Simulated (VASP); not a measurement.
# Static calculation, WS2

System: WS$_{2}$ (parent space group No. 194, strained and rattled), 6 atoms in the cell.

VASP input. INCAR
```
ISMEAR = -1
SIGMA = 0.15
ISIF = 2
METAGGA = R2SCAN
LASPH = .TRUE.
ISYM = 0
LMAXMIX = 4
NELM = 200
LREAL = .FALSE.
EDIFF = 1E-8
ALGO = Normal
LMIXTAU = .TRUE.
PREC = Accurate
ENCUT = 680
ISTART = 1
ICHARG = 0
NELMIN = 4
NBANDS = 31
```

KPOINTS
```
mesh
0
Gamma
2 2 1
0 0 0
```

POSCAR
```
WS2
1.0
     3.170288    0.027763   -0.013348
    -1.561101    2.694676    0.018421
    -0.052469    0.053319   12.501327
W S
2 4
Direct
  0.529380 0.836169 0.199175
  0.871409 0.510402 0.698577
  0.546293 0.829120 0.556799
  0.883841 0.515469 0.063704
  0.550435 0.826889 0.818642
  0.927188 0.498244 0.319317
```

Potentials (PBE.64), in the order of POSCAR: W_sv S

The WAVECAR comes from an earlier, cheaper step on the same cell.

Output, in brief

```
Pressure             : 36.6 kbar
Free energy TOTEN    : -137.1733 eV
Energy (σ→0)         : -137.1707 eV
Smearing term TS     : 0.9 meV/atom
Gap on the mesh      : 1.71 eV
Valence electrons    : 52
Irreducible k-points : 4
```

```csv
atom,Fx (eV/Å),Fy (eV/Å),Fz (eV/Å)
W1,4.072,0.406,-4.165
W2,1.768,-1.063,-4.670
S3,-0.666,0.520,2.918
S4,-1.043,-0.146,1.830
S5,-1.085,0.546,1.818
S6,-3.047,-0.263,2.270
```

Stress in kB (compression positive), XX YY ZZ XY YZ ZX:
```
31.58  57.18  20.99  -5.79  -5.73  -43.66
```

VASP prints the stress at a fixed plane-wave basis, so it holds the Pulay stress of this cutoff.

The k-mesh is coarse, so these values belong to this mesh and can lie far from the converged ones. A gap read on the mesh is an upper bound of this method's gap, since the mesh can miss a band edge. Spin–orbit coupling is left out; with heavy elements it can shift the gap and split levels by tenths of an eV. Potentials made with PBE were used with another functional. Semilocal functionals give gaps that mostly lie well below measured ones.
